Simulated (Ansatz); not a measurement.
Crystal: CoO.

```
Co O
1.0
     2.82845    0.00000    0.00000
    -1.41423    2.44951    0.00000
     0.00000    0.00000    2.72172
Co O
1 1
Direct
  0.00000 0.00000 0.50000
  0.66667 0.33333 0.00000
```

The cell was built by a generator and needn't be a form met in nature.

| Quantity | Value |
| --- | --- |
| Program | Ansatz 0.2.0 |
| Task | relaxation of cell and atoms |
| Functional | PBEsol |
| Potentials or basis | Ansatz PAW |
| Cutoff | 420 eV (not typed: the program's choice for these potentials) |
| k mesh | 8 × 8 × 7 |
| Occupations | fermi-dirac, width 0.05 eV |
| Spin | collinear spin, ferromagnetic start |
| Starting moments | [2.0, 0.0] μB |

At the start: volume 9.43 Å³/atom.

Problem. How do energy, volume and symmetry change on relaxing?

Solution. It ends after 8 steps and the volume is 8.96 Å³/atom (-5.0 %); space group P-6m2 (No. 187, to 0.05 Å); moment 3.00 μB per cell.

The path:
```tsv
step	energy change (eV)	largest force (eV/Å)	volume (Å³)
1	0.0000	0.0000	18.86
2	-0.0261	0.0000	18.34
3	-0.0342	0.0000	17.90
4	-0.0341	0.0000	17.94
5	-0.0341	0.0000	17.94
6	-0.0305	0.0000	17.94
7	-0.0306	0.0000	17.91
8	-0.0306	0.0000	17.91
```

Final structure:
```
Co O
1.0
     2.77267    0.00000    0.00000
    -1.38634    2.40120    0.00000
     0.00000    0.00000    2.69030
Co O
1 1
Cartesian
  0.0000 0.0000 1.3452
  1.3863 0.8004 0.0000
```

Caveat: the plane-wave basis is chosen anew once the cell has moved, so the energies of steps on either side of that aren't comparable; the pressure holds a Pulay correction of +0.8 GPa for the finite cutoff; a cell with one magnetic atom can't hold antiferromagnetic order, which such compounds often take; the PAW data sets come from PBE, with cores solved anew for the run's functional, which leaves a small shift of forces and pressure.
